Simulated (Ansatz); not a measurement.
# CsPbCl₃: the gap against volume

CsPbCl₃, Pm-3m, a = 5.735 Å. The structure is a COD entry; whether it is the stable form wasn't checked. Ansatz: PBE, PAW, 420 eV, Γ-centred 6×6×6 mesh on 5 atoms, Gaussian smearing 0.02 eV; no spin polarisation. Symmetry fixes shape and atoms, so the cell is only scaled; x = ln(V/V0) with V0 = 37.730 Å³/atom. The gap is read at the mesh points alone.

```tsv
x	gap y (eV)
-0.0619	1.962
-0.0305	2.094
0.0000	2.209
0.0296	?
0.0583	2.396
```

Task: Fit a straight line to the other rows, give the volume deformation potential of the gap and its pressure coefficient, and predict the missing gap. B0 = 21.8 GPa.

Result: Means x = -0.008525, y = 2.1653; Σ(Δx)² = 0.007870, ΣΔxΔy = 0.02821; the slope is their ratio. y = 2.1958 + 3.5841 x. The slope is the deformation potential a = dE_g/d ln V = 3.58 eV, and dE_g/dP = −a/B0 = -164 meV/GPa. At x = 0.0296 the fit asked for gives 2.302 eV. The run gave 2.309 eV, so the fit is 0.007 eV too low, within the rms miss on the fitted rows (0.011 eV).

Spin-orbit coupling is left out, which matters for the bands of heavy elements.

Symmetry holds off the tilts and polar distortions that many cubic perovskites undergo.